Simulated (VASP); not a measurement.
# P (Pm-3m) in VASP: further runs

One crystal, P, is run at these levels: LDA; tasks: single point.

Program: VASP 6.6.1. These are calculated values, not measurements. Logs are shortened: lines on timing, memory, paths and dates and some standing lists are left out, and cuts for length are marked.

## (1) Starting point

Symmetry: Pm-3m, No. 221, cubic system. The conventional cell has a = 2.407 Å, b = 2.407 Å, c = 2.407 Å, α = 90.00°, β = 90.00°, γ = 90.00°. P (site symmetry m-3m) has 6 P at 2.41 Å as nearest neighbours.

This isn't the form of P at room conditions, which is orthorhombic.

## (2) Single point, LDA

The input, INCAR:

```
PREC = Accurate
ENCUT = 520
EDIFF = 1E-6
ISMEAR = -1
SIGMA = 0.1
LREAL = False
LASPH = True
NELM = 60
ALGO = Normal
ISIF = 2
LWAVE = False
LCHARG = True
LELF = True
LVHAR = True
NBANDS = 8
```

The input, KPOINTS:

```
regular mesh
0
Gamma
  21 21 21
```

The input, POSCAR:

```
P
1.0
    2.4074569598      0.0000000000      0.0000000000
    0.0000000000      2.4074569598      0.0000000000
    0.0000000000      0.0000000000      2.4074569598
P
1
Direct
    0.0000000000      0.0000000000      0.0000000000
```

Potentials or basis: VASP PAW LDA potentials, release 64 (P).

Launch:

```
$ cat potpaw_LDA.64/P/POTCAR > POTCAR
$ mpirun -np 1 vasp_std > vasp.out
```

OUTCAR:

```text
PREC = Accurate
   ENCUT = 520
   EDIFF = 1E-6
   ISMEAR = -1
   LREAL = False
   LASPH = True
   NELM = 60
   ISIF = 2

 ion  position               nearest neighbor table
   1  0.000  0.000  0.000-

  LATTYP: Found a simple cubic cell.
 ALAT       =     2.4074569598

  Lattice vectors:

 A1 = (   2.4074569598,   0.0000000000,   0.0000000000)
 A2 = (   0.0000000000,   2.4074569598,   0.0000000000)
 A3 = (   0.0000000000,   0.0000000000,   2.4074569598)

Analysis of symmetry for initial positions (statically):
=====================================================================
 Subroutine PRICEL returns:
 Original cell was already a primitive cell.

 Routine SETGRP: Setting up the symmetry group for a
 simple cubic supercell.

 Subroutine GETGRP returns: Found 48 space group operations
 (whereof 48 operations were pure point group operations)
 out of a pool of 48 trial point group operations.

The static configuration has the point symmetry O_h .

Analysis of symmetry for dynamics (positions and initial velocities):
=====================================================================
 Subroutine PRICEL returns:
 Original cell was already a primitive cell.

 Routine SETGRP: Setting up the symmetry group for a
 simple cubic supercell.

 Subroutine GETGRP returns: Found 48 space group operations
 (whereof 48 operations were pure point group operations)
 out of a pool of 48 trial point group operations.

The dynamic configuration has the point symmetry O_h .

 Subroutine INISYM returns: Found 48 space group operations
 (whereof 48 operations are pure point group operations),
 and found     1 'primitive' translations

----------------------------------------------------------------------------------------

                                     Primitive cell

  volume of cell :      13.9533

  direct lattice vectors                    reciprocal lattice vectors
     2.407456960  0.000000000  0.000000000     0.415376066  0.000000000  0.000000000
     0.000000000  2.407456960  0.000000000     0.000000000  0.415376066  0.000000000
     0.000000000  0.000000000  2.407456960     0.000000000  0.000000000  0.415376066

  length of vectors
     2.407456960  2.407456960  2.407456960     0.415376066  0.415376066  0.415376066

  position of ions in fractional coordinates (direct lattice)
     0.000000000  0.000000000  0.000000000

  ion indices of the primitive-cell ions
   primitive index   ion index
                 1           1

----------------------------------------------------------------------------------------

 KPOINTS: regular mesh

Automatic generation of k-mesh.
 Grid dimensions read from file:
 generate k-points for:   21   21   21

 Generating k-lattice:

  Cartesian coordinates                     Fractional coordinates (reciprocal lattice)
     0.019779813  0.000000000  0.000000000     0.047619048  0.000000000  0.000000000
     0.000000000  0.019779813  0.000000000     0.000000000  0.047619048  0.000000000
     0.000000000  0.000000000  0.019779813     0.000000000  0.000000000  0.047619048

  Length of vectors
     0.019779813  0.019779813  0.019779813

  Shift w.r.t. Gamma in fractional coordinates (k-lattice)
     0.000000000  0.000000000  0.000000000

 Subroutine IBZKPT returns following result:
 ===========================================

 Found    286 irreducible k-points:

 Following reciprocal coordinates:
            Coordinates               Weight
  0.000000  0.000000  0.000000      1.000000
  0.047619  0.000000  0.000000      6.000000
  0.095238  0.000000  0.000000      6.000000
  0.142857  0.000000  0.000000      6.000000
  0.190476  0.000000  0.000000      6.000000
  0.238095  0.000000  0.000000      6.000000
[... 16 lines left out ...]
  0.142857  0.095238  0.000000     24.000000
  0.190476  0.095238  0.000000     24.000000
 [... further k-points ...]
   k-points           NKPTS =    286   k-points in BZ     NKDIM =    286   number of bands    NBANDS=      8
   number of dos      NEDOS =    301   number of ions     NIONS =      1
   total plane-waves  NPLWV =   5832
   dimension x,y,z NGX =    18 NGY =   18 NGZ =   18
   dimension x,y,z NGXF=    36 NGYF=   36 NGZF=   36
   ions per type =               1
   NGX,Y,Z   is equivalent  to a cutoff of  12.43, 12.43, 12.43 a.u.
   NGXF,Y,Z  is equivalent  to a cutoff of  24.86, 24.86, 24.86 a.u.
 SYSTEM =  unknown system
   PREC   = accura    normal or accurate (medium, high low for compatibility)
   ISTART =      0    job   : 0-new  1-cont  2-samecut
   ICHARG =      2    charge: 1-file 2-atom 10-const
   ISPIN  =      1    spin polarized calculation?
   LNONCOLLINEAR =      F non collinear calculations
   LSORBIT =      F    spin-orbit coupling
   LASPH  =      T    aspherical Exc in radial PAW
   ENCUT  =  520.0 eV  38.22 Ry    6.18 a.u.   4.48  4.48  4.48*2*pi/ulx,y,z
   NELM   =     60;   NELMIN=  2; NELMDL= -5     # of ELM steps
   EDIFF  = 0.1E-05   stopping-criterion for ELM
   LREAL  =      F    real-space projection
   EDIFFG = 0.1E-04   stopping-criterion for IOM
   NSW    =      0    number of steps for IOM
   IBRION =     -1    ionic relax: 0-MD 1-quasi-New 2-CG
   NFREE  =      0    steps in history (QN), initial steepest desc. (CG)
   ISIF   =      2    stress and relaxation
   ISYM   =      2    0-nonsym 1-usesym 2-fastsym
   POTIM  = 0.5000    time-step for ionic-motion
   TEBEG  =    0.0;   TEEND  =   0.0 temperature during run
   PSTRESS=    0.0 pullay stress
   NELECT =       5.0000    total number of electrons
   NUPDOWN=      -1.0000    fix difference up-down
   EMIN   =  10.00;   EMAX   =-10.00  energy-range for DOS
   EFERMI =   0.00;   METHOD = LEGACY
   ISMEAR =    -1;   SIGMA  =   0.10  broadening in eV -4-tet -1-fermi 0-gaus
   EFERMI_NEDOS =   21; number of points for ismear=-14 and -15
   IALGO  =     38    algorithm
   IMIX   =      4    mixing-type and parameters
     AMIX     =   0.40;   BMIX     =  1.00
     AMIX_MAG =   1.60;   BMIX_MAG =  1.00
  volume/ion in A,a.u.               =      13.95        94.16
  Fermi-wavevector in a.u.,A,eV,Ry     =   1.162803  2.197380 18.396598  1.352112
  Thomas-Fermi vector in A             =   2.299360
   LORBIT       =      0    0 simple, 1 ext, 2 COOP (PROOUT), +10 PAW based schemes
   GGA     = CA    functional components
   LHFCALC =     F    Hartree Fock is set to
   AEXX    =    0.0000 exact exchange contribution
   IVDW    =     0    specifies the selected vdW correction
   LEPSILON=     F    determine dielectric tensor
   LRPA    =     F    only Hartree local field effects (RPA)
 non-spin polarized calculation
  energy-cutoff  :      520.00
  volume of cell :       13.95
 maximum number of plane-waves:       389
 NGX is ok and might be reduce to    18
   NGX =  9   NGY =  9   NGZ =  9

 number of electron       4.9999998 magnetization

 Free energy of the ion-electron system (eV)
  ---------------------------------------------------
  ext. energy  EPLUGINS =         0.00000000
  ---------------------------------------------------
  free energy    TOTEN  =        -6.05922132 eV

  energy without entropy =       -6.05156592  energy(sigma->0) =       -6.05539362

 E-fermi :  10.2797     XC(G=0): -11.5738

 val. band max:       10.2040742805   @ k =   0.2381   0.1905   0.1905
 cond. band min:      10.2828697558   @ k =   0.4762   0.4762   0.4286
 fundamental gap:      0.0787954752
 Fermi energy:        10.2797187512

 k-point     1 :       0.0000    0.0000    0.0000
  band No.  band energies     occupation
      1      -6.6854      2.00000
      2      15.3984      0.00000
      3      15.3984      0.00000
      4      15.3984      0.00000
      5      17.0011      0.00000
      6      17.0011      0.00000
      7      24.7757      0.00000
      8      35.1365      0.00000

 k-point     2 :       0.0476    0.0000    0.0000
  band No.  band energies     occupation
      1      -6.6319      2.00000
      2      14.2155      0.00000
      3      15.4407      0.00000
      4      15.4407      0.00000
      5      17.0440      0.00000
      6      18.1204      0.00000
      7      24.9559      0.00000
      8      34.7133      0.00000

 k-point     3 :       0.0952    0.0000    0.0000
  band No.  band energies     occupation
      1      -6.4717      2.00000
      2      12.4825      0.00000
      3      15.5668      0.00000
      4      15.5668      0.00000
      5      17.1712      0.00000
      6      19.6318      0.00000
      7      25.5201      0.00000
      8      33.6608      0.00000

 k-point     4 :       0.1429    0.0000    0.0000
  band No.  band energies     occupation
      1      -6.2058      2.00000
      2      10.7319      0.02150
      3      15.7745      0.00000
      4      15.7745      0.00000
      5      17.3789      0.00000
      6      20.9474      0.00000
      7      26.4988      0.00000
      8      32.3198      0.00000

 k-point     5 :       0.1905    0.0000    0.0000
  band No.  band energies     occupation
      1      -5.8360      2.00000
      2       9.0269      1.99999
      3      16.0596      0.00000
      4      16.0596      0.00000
      5      17.6600      0.00000
      6      22.0158      0.00000
      7      27.8216      0.00000
      8      30.8967      0.00000

 k-point     6 :       0.2381    0.0000    0.0000
  band No.  band energies     occupation
      1      -5.3658      2.00000
      2       7.3927      2.00000
      3      16.4146      0.00000
      4      16.4146      0.00000
      5      18.0026      0.00000
      6      22.9150      0.00000
      7      29.2472      0.00000
      8      29.4959      0.00000

 k-point     7 :       0.2857    0.0000    0.0000
  band No.  band energies     occupation
      1      -4.8009      2.00000
      2       5.8468      2.00000
      3      16.8270      0.00000
      4      16.8270      0.00000
      5      18.3883      0.00000
      6      23.7440      0.00000
      7      28.1772      0.00000
      8      28.1772      0.00000

 k-point     8 :       0.3333    0.0000    0.0000
  band No.  band energies     occupation
      1      -4.1527      2.00000
      2       4.4076      2.00000
      3      17.2751      0.00000
      4      17.2751      0.00000
      5      18.7900      0.00000
      6      24.5657      0.00000
      7      26.9868      0.00000
      8      26.9868      0.00000

 k-point     9 :       0.3810    0.0000    0.0000
  band No.  band energies     occupation
      1      -3.4453      2.00000
      2       3.1038      2.00000
      3      17.7213      0.00000
      4      17.7213      0.00000
      5      19.1680      0.00000
      6      25.4054      0.00000
      7      25.9757      0.00000
      8      25.9757      0.00000

 k-point    10 :       0.4286    0.0000    0.0000
  band No.  band energies     occupation
      1      -2.7414      2.00000
      2       2.0008      2.00000
      3      18.1031      0.00000
      4      18.1031      0.00000
      5      19.4703      0.00000
      6      25.2139      0.00000
      7      25.2139      0.00000
      8      26.2488      0.00000
[... 78 lines left out ...]
 k-point    18 :       0.3333    0.0476    0.0000
  band No.  band energies     occupation
      1      -4.0995      2.00000
      2       4.4551      2.00000
      3      16.2333      0.00000
      4      17.3159      0.00000
      5      19.6522      0.00000
      6      24.5965      0.00000
      7      26.5293      0.00000
      8      27.0272      0.00000

 k-point    19 :       0.3810    0.0476    0.0000
  band No.  band energies     occupation
      1      -3.3921      2.00000
      2       3.1521      2.00000
      3      16.6841      0.00000
      4      17.7616      0.00000
      5      20.0480      0.00000
      6      24.6256      0.00000
      7      26.0170      0.00000
      8      26.3187      0.00000

 k-point    20 :       0.4286    0.0476    0.0000
  band No.  band energies     occupation
      1      -2.6881      2.00000
      2       2.0496      2.00000
      3      17.0674      0.00000
      4      18.1429      0.00000
      5      20.3745      0.00000
      6      24.1030      0.00000
      7      25.2559      0.00000
      8      26.9086      0.00000

 k-point    21 :       0.4762    0.0476    0.0000
  band No.  band energies     occupation
      1      -2.1664      2.00000
      2       1.3282      2.00000
      3      17.2962      0.00000
      4      18.3719      0.00000
      5      20.5663      0.00000
      6      23.7261      0.00000
      7      24.8361      0.00000
      8      27.6036      0.00000

 k-point    22 :       0.0952    0.0952    0.0000
  band No.  band energies     occupation
      1      -6.2581      2.00000
      2      12.2096      0.00000
      3      13.2345      0.00000
      4      15.7347      0.00000
      5      18.6782      0.00000
      6      20.9457      0.00000
      7      26.0403      0.00000
      8      32.0858      0.00000

 k-point    23 :       0.1429    0.0952    0.0000
  band No.  band energies     occupation
      1      -5.9923      2.00000
      2      10.8189      0.00906
      3      13.1131      0.00000
      4      15.9419      0.00000
      5      19.0773      0.00000
      6      22.2030      0.00000
      7      26.7226      0.00000
      8      30.7951      0.00000

 k-point    24 :       0.1905    0.0952    0.0000
  band No.  band energies     occupation
      1      -5.6228      2.00000
      2       9.1754      1.99997
      3      13.3633      0.00000
      4      16.2261      0.00000
      5      19.4351      0.00000
      6      23.2836      0.00000
      7      27.4350      0.00000
      8      29.8196      0.00000

 [... further k-points ...]

------------------------ aborting loop because EDIFF is reached ----------------------------------------

  FORCE on cell =-STRESS in cart. coord.  units (eV):
  Direction    XX          YY          ZZ          XY          YZ          ZX
  --------------------------------------------------------------------------------------
  -------------------------------------------------------------------------------------
  Total        0.0602239      0.0602239      0.0602239     -0.0000000      0.0000000      0.0000000
  in kB        6.9151810      6.9151810      6.9151810     -0.0000000      0.0000000      0.0000000
  external PRESSURE =       6.9151810 kB  Pullay stress =       0.0000000 kB

 VOLUME and BASIS-vectors are now :
 -----------------------------------------------------------------------------
  energy-cutoff  :      520.00
  volume of cell :       13.95
      direct lattice vectors                 reciprocal lattice vectors
     2.407456960  0.000000000  0.000000000     0.415376066  0.000000000  0.000000000
     0.000000000  2.407456960  0.000000000     0.000000000  0.415376066  0.000000000
     0.000000000  0.000000000  2.407456960     0.000000000  0.000000000  0.415376066

 POSITION                                       TOTAL-FORCE (eV/Angst)
 -----------------------------------------------------------------------------------
      0.00000      0.00000      0.00000         0.000000      0.000000      0.000000
 -----------------------------------------------------------------------------------
    total drift:                                0.000000      0.000000      0.000000

  FREE ENERGIE OF THE ION-ELECTRON SYSTEM (eV)
  ---------------------------------------------------
  free  energy   TOTEN  =        -6.0592213184 eV

  energy  without entropy=       -6.0515659184  energy(sigma->0) =       -6.05539362
```

Run time: 7 s. Hardware: 1 thread of Intel Xeon 6975P-C (Granite Rapids), shared host; peak memory 0.12 GiB.

Results:

| Property | Result |
| --- | --- |
| Free energy | -6.0592 eV |
| Pressure | 0.7 GPa |
| Band gap on the k mesh | none (metal or under the smearing width) |

Levels at points of the mesh, in eV from the Fermi level:
```csv
k point,band 1,band 2,band 3,band 4,band 5,band 6,band 7,band 8
"(0.00, 0.00, 0.00)",-16.97,5.12,5.12,5.12,6.72,6.72,14.50,24.86
```

## (3) Single point, LDA

This run uses another cell than the first one, of 15.63 Å³/atom, 1.120 times its volume.

INCAR, as its differences from that of step 2:

```diff
@@ -2,3 +2,3 @@
 ENCUT = 520
-EDIFF = 1E-6
+EDIFF = 1E-7
 ISMEAR = -1
@@ -7,3 +7,3 @@
 LASPH = True
-NELM = 60
+NELM = 100
 ALGO = Normal
```

The input, KPOINTS:

```
regular mesh
0
Gamma
  15 15 15
```

The input, POSCAR:

```
P
1.0
    2.5001412129      0.0000000000      0.0000000000
    0.0000000000      2.5001412129      0.0000000000
    0.0000000000      0.0000000000      2.5001412129
P
1
Direct
    0.0000000000      0.0000000000      0.0000000000
```

Potentials or basis: VASP PAW LDA potentials, release 64 (P).

Launch:

```
$ cat potpaw_LDA.64/P/POTCAR > POTCAR
$ mpirun -np 1 vasp_std > vasp.out
```

It took 4.4 s on 1 thread of Intel Xeon 6975P-C (Granite Rapids), shared host; peak memory 0.11 GiB.

It converged, with:

| Quantity | Value |
| --- | --- |
| Free energy | -5.9943 eV |
| Pressure | -10.3 GPa |
| Band gap on the k mesh | none (metal or under the smearing width) |

Levels at points of the mesh, in eV from the Fermi level:
| k point | band 1 | band 2 | band 3 | band 4 | band 5 | band 6 | band 7 |
| --- | --- | --- | --- | --- | --- | --- | --- |
| (0.00, 0.00, 0.00) | -15.76 | 4.59 | 4.59 | 4.59 | 6.95 | 6.95 | 13.21 |

## (4) Single point, LDA

This run uses another cell than the first one, of 12.28 Å³/atom, 0.880 times its volume.

The input, INCAR:

```
SYSTEM = P
  PREC = Accurate
  ENCUT = 520
  EDIFF = 1E-6
  ISMEAR = -1
  SIGMA = 0.1
  LREAL = .FALSE.
  LASPH = .TRUE.
  NELM = 100
  ALGO = Normal
  ISIF = 2
  LWAVE = .FALSE.
  LCHARG = .FALSE.
  NBANDS = 8
```

The input, KPOINTS:

```
regular mesh
0
G
  15 15 15
  0 0 0
```

The input, POSCAR:

```
P
1.0
    2.3070274164      0.0000000000      0.0000000000
    0.0000000000      2.3070274164      0.0000000000
    0.0000000000      0.0000000000      2.3070274164
P
1
Direct
    0.0000000000      0.0000000000      0.0000000000
```

Launch:

```
$ cat potpaw_LDA.64/P/POTCAR > POTCAR
$ mpirun -np 1 vasp_std > vasp.out
```

Run time: 3.4 s. Hardware: 1 thread of Intel Xeon 6975P-C (Granite Rapids), shared host; peak memory 0.11 GiB.

Results (log left out):

| Quantity | Value |
| --- | --- |
| Free energy | -5.9398 eV |
| Pressure | 22.7 GPa |
| Band gap on the k mesh | none (metal or under the smearing width) |

Levels at points of the mesh, in eV from the Fermi level:
```tsv
k point	band 1	band 2	band 3	band 4	band 5	band 6
(0.00, 0.00, 0.00)	-18.43	5.82	5.82	5.82	6.47	6.47
```

Caveat: so large a pressure means that the cell lies far from this level's equilibrium, or that cutoff or potentials fall short.

## (5) Summary

| cell | k mesh | gap on the mesh (eV) | pressure (GPa) |
| --- | --- | --- | --- |
| Pm-3m, 13.95 Å³/atom | 21 × 21 × 21 | none | 0.7 |
| Pm-3m, 15.63 Å³/atom | 15 × 15 × 15 | none | -10.3 |
| Pm-3m, 12.28 Å³/atom | 15 × 15 × 15 | none | 22.7 |

Alike in all rows: task single point; level LDA; potentials or basis VASP PAW LDA potentials, release 64 (P); no spin polarisation; cutoff (eV) 520; smearing fermi-dirac 0.1 eV.

Every run on the cell as given and a fine mesh finds a metal.

Caveats: so large a pressure means that the cell lies far from this level's equilibrium, or that cutoff or potentials fall short (some runs).

Absolute energies hang on the potentials; compare differences alone.
